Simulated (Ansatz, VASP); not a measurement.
**Two plane-wave programs on Re**

```xyz
1
Lattice="0.0000 1.6511 1.6511 1.6511 0.0000 1.6511 1.6511 1.6511 0.0000" Properties=species:S:1:pos:R:3 pbc="T T T"
Re    0.0000    0.0000    0.0000
```

Change from the starting cell: volume scaled by 0.6, to set the pressure.

Alike in both runs: task single point; functional PBE; k mesh 20 × 20 × 20; occupations fermi-dirac, width 0.08 eV; no spin polarisation.

```csv
,VASP,Ansatz
version,VASP 6.6.1,Ansatz 0.2.0
potentials or method,"VASP PAW PBE potentials, release 64 (Re)","PAW with Ansatz's default frozen-core files, scalar-relativistic"
plane-wave cutoff (eV),520,420
valence electrons in the cell,7,15
```

```csv
,VASP,Ansatz,Ansatz less VASP
pressure (GPa),554.8,541.1,-13.67
```

The two sets of potentials don't hold the same shells in valence.

Caveats: the cell as given lies far from equilibrium; so large a pressure means that the cell lies far from this level's equilibrium, or that cutoff or potentials fall short (VASP). Spin-orbit coupling is left out, which matters for the levels of Re.
